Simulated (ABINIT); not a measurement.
**CuO in ABINIT: convergence with k mesh**

Input of the first run (k mesh 2 × 2 × 2); the others differ in this setting and in those tied to it:

Contents of run.abi:

```
# Pseudopotentials
pp_dirpath "./"
pseudos "Cu.GGA_PBE-JTH.xml, O.GGA_PBE-JTH.xml"

# Structure
acell 3*1.0 Angstrom
rprim
     0.0000000000     2.3272527300     2.3272527300
     2.3272527300     0.0000000000     2.3272527300
     2.3272527300     2.3272527300     0.0000000000
ntypat 2
znucl 29 8
natom 2
typat 1 2
xred
     0.0000000000     0.0000000000     0.0000000000
     0.2500000000     0.2500000000     0.2500000000

# Plane-wave basis
ecut 707.496042 eV
pawecutdg 48.0
pawxcdev 0

# k points
kptopt 1
ngkpt 2 2 2
nshiftk 1
shiftk 0.0 0.0 0.0

# Exchange and correlation
ixc 11

# Bands and occupations
nband 17
occopt 3
tsmear 0.00183747

# SCF cycle
nstep 100
tolvrs 1.0e-9

# Output
iomode 3
prtwf 0
prtden 0
prteig 0
prtebands 0
enunit 1
```

Potentials or basis: JTH PAW PBE v2.0.

Run with:

```console
$ mpirun --bind-to none -np 3 abinit run.abi > log 2>&1
```

Measurements of this composition are mostly on another form, of space group No. 15.

Hardware: Arm Neoverse V1, with other jobs on the host.

**Question.** The values tried are 2 × 2 × 2, 3 × 3 × 3, 4 × 4 × 4, 6 × 6 × 6, 8 × 8 × 8, 9 × 9 × 9, 10 × 10 × 10, 12 × 12 × 12, 15 × 15 × 15, loosest first. From which on does the pressure stay within 0.1 GPa of the tightest run that finished?

**Answer.** From 4 × 4 × 4 on.

| k mesh | energy less the tightest run, at zero smearing (meV/atom) | pressure (GPa) | SCF cycles | CPU time (s) |
| --- | --- | --- | --- | --- |
| 2 × 2 × 2 | 115.97 | -9.78 | 18 | 12 |
| 3 × 3 × 3 | -2.70 | -9.62 | 16 | 16 |
| 4 × 4 × 4 | -13.05 | -9.87 | 18 | 22 |
| 6 × 6 × 6 | 5.67 | -9.74 | 20 | 30 |
| 8 × 8 × 8 | -1.40 | -9.91 | 17 | 40 |
| 9 × 9 × 9 | -0.55 | -9.85 | 20 | 49 |
| 10 × 10 × 10 | 0.56 | -9.80 | 17 | 53 |
| 12 × 12 × 12 | 0.12 | -9.85 | 16 | 70 |
| 15 × 15 × 15 | 0.00 | -9.83 | 15 | 100 |

Against the tightest run, the energy stays within 1 meV/atom from 9 × 9 × 9 on. Meshes of other sizes hit other points, so gaps and Fermi surfaces needn't settle smoothly. The tightest run that finished is the yardstick and may itself not be fully converged.

Caveat, for the tightest run too: an odd number of electrons without spin polarisation forces a metal; a magnetic or distorted state may lie lower; the run has no spin polarisation, though such a crystal can be magnetic; semilocal functionals often make such compounds metallic where correlation or magnetic order opens a gap, which also shifts bond lengths.
